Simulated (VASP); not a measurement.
Input of a VASP 6.6.1 run:

File INCAR:

```
  PREC = Accurate
  ENCUT = 520
  EDIFF = 1E-7
  ISMEAR = -1
  SIGMA = 0.05
  LREAL = False
  LASPH = True
  NELM = 60
  ALGO = Normal
  ISIF = 2
  LWAVE = False
  LCHARG = False
  GGA = PE
  NBANDS = 46
```

KPOINTS

```
regular mesh
0
Gamma
  9 6 4
```

Contents of POSCAR:

```
TiO2
1.0
    2.9682645463      0.0000000000      0.0000000000
    0.0002080834      4.7076067549      0.0000000000
    1.4835696211      0.2423534620      7.0834647979
Ti O
3 6
Direct
    0.0087680000     -0.0010820000      0.0084940000
    0.3280520000      0.4756390000      0.3224060000
    0.6683720000      0.5120990000      0.6854210000
    0.4448060000      0.1808010000      0.1261010000
    0.7857760000      0.3000030000      0.4537280000
    0.0981670000      0.2977920000      0.8097490000
    0.9180370000      0.6966340000      0.2050650000
    0.2133980000      0.6982860000      0.5470280000
    0.5591160000      0.8131860000      0.8730350000
```

Potentials or basis: VASP PAW PBE potentials, release 64 (Ti_sv, O).

Launch:

```sh
$ cat potpaw_PBE.64/Ti_sv/POTCAR potpaw_PBE.64/O/POTCAR > POTCAR
$ mpirun -np 1 vasp_std > vasp.out
```

(1) Predict the largest force.

(2) What does it give for the band gap on the k mesh?

(3) Estimate the pressure.

Answers

(1) 1.195 eV/Å.

(2) 2.25 eV, indirect (least direct gap 2.27 eV).

(3) 5.9 GPa.

Caveat: an odd mesh through Γ misses points on the zone boundary, where band edges often lie.
